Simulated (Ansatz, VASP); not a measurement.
**Ge in VASP and in Ansatz**

```
CELL_PARAMETERS angstrom
2.79321 0.00000 0.00000
-1.39660 2.41899 0.00000
0.00000 0.00000 2.59960
ATOMIC_POSITIONS crystal
Ge 0.00000 0.00000 0.00000
```

Alike in both runs: functional PBE; k mesh 16 × 16 × 15; occupations fermi-dirac, width 0.05 eV; no spin polarisation.

Ansatz relaxed the structure, and its values are those at the end. VASP's run is a single point on that final structure, the one shown.

```csv
,VASP,Ansatz
version,VASP 6.6.1,Ansatz 0.2.0
potentials or method,"VASP PAW PBE potentials, release 64 (Ge_d), cutoff 520 eV","all-electron LAPW, scalar-relativistic"
```

VASP gave:

| Property | Result |
| --- | --- |
| pressure (GPa) | 7.9 |

What did Ansatz give for the same quantities?

Pressure (GPa): 8.2.

Ansatz ran all-electron here, so the differences hold the error of VASP's frozen core and of both bases.
